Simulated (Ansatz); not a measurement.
The crystal is PbF2 (Pnma).

The database entry behind the starting cell differs from later determinations by our own check (about 0.2 % short), so it need not match the best structure at ambient conditions.

Symmetry: Pnma, No. 62, orthorhombic system. The conventional cell has a = 6.427 Å, b = 3.891 Å, c = 7.636 Å, α = 90.00°, β = 90.00°, γ = 90.00°. Nearest to Pb lie 5 F at 2.48 to 2.57 Å. Nearest to F lie 4 Pb at 2.48 to 2.51 Å. Nearest to F lie 1 Pb at 2.57 Å. Farther neighbours and most contacts between anions are not listed.

```yaml
crystal:
  lattice:
    - [6.42689, 0.00000, 0.00000]
    - [0.00000, 3.89098, 0.00000]
    - [0.00000, 0.00000, 7.63574]
  atoms:
    - { symbol: Pb, position: [0.75600, 0.75000, 0.10300] }
    - { symbol: Pb, position: [0.24400, 0.25000, 0.89700] }
    - { symbol: Pb, position: [0.74400, 0.25000, 0.60300] }
    - { symbol: Pb, position: [0.25600, 0.75000, 0.39700] }
    - { symbol: F, position: [0.14200, 0.75000, 0.08500] }
    - { symbol: F, position: [0.85800, 0.25000, 0.91500] }
    - { symbol: F, position: [0.35800, 0.25000, 0.58500] }
    - { symbol: F, position: [0.64200, 0.75000, 0.41500] }
    - { symbol: F, position: [0.55100, 0.75000, 0.81400] }
    - { symbol: F, position: [0.44900, 0.25000, 0.18600] }
    - { symbol: F, position: [0.94900, 0.25000, 0.31400] }
    - { symbol: F, position: [0.05100, 0.75000, 0.68600] }
```

The cell and positions come from the Crystallography Open Database and are kept as given unless a step says otherwise. Spin-orbit coupling is left out unless a run names it. PAW set soft_2, made with PBE.

Gaps computed with Ansatz 0.2.0 without a self-energy: LDA 4.07 eV, PBE 4.23 eV, PBE+SOC 3.82 eV, r2SCAN 4.70 eV, PBE0 6.24 eV and DDH-PBE0 6.38 eV. The mean ε∞ by PBE perturbation theory is 3.74.

Q: Estimate the G0W0@PBE gap with 2×4×2 mesh, 796 empty bands, screening to 150 eV, default PAW files.

About 5.94 eV: on its mesh the run moves the gap from 4.23 eV by +1.71 eV. Among the scalar-relativistic levels given, PBE0 is nearest (+0.30 eV). One-shot corrections scale roughly with one over ε∞, here 0.27. Spin-orbit coupling is not in that value; its −0.41 eV at the PBE level would bring it to about 5.53 eV. Bands and cutoff are finite, so the gap is not at the basis limit. The miss can reach some tenths of an eV and take either sign; the mesh is an error of its own. The 2×4×2 mesh is coarse for this cell (its supercell is 13 Å along the shortest edge). The RPA ε∞ on it, from the PBE start, is 3.52, 3.58 and 3.60; such meshes misread the long-range screening, most where the gap is narrow. Where an edge is built on 6p states of lead, bismuth or thallium, scalar-relativistic gaps usually stand too wide, by a few tenths to over one eV. The many-body steps are scalar-relativistic: spin-orbit coupling is not in them.

[Paths, hosts, dates, memory and timing lines, banners, echoed tables and standing remarks are left out of the program output.]

[Logs are printed without paths, hosts, clocks, repeated set-up lines and the standing remarks that a program may print on its own settings, such as how far it seeks lower states.]

[Runs of the session that timed out or met a known fault of the program may be left out.]

[Cells called generated may have been cut or substituted from an entry of the Crystallography Open Database or the Materials Project.]

[Hosts, paths, dates, database ids (printed as entryN), source tags and the programs' standing remarks are cut or masked in the printed files.]
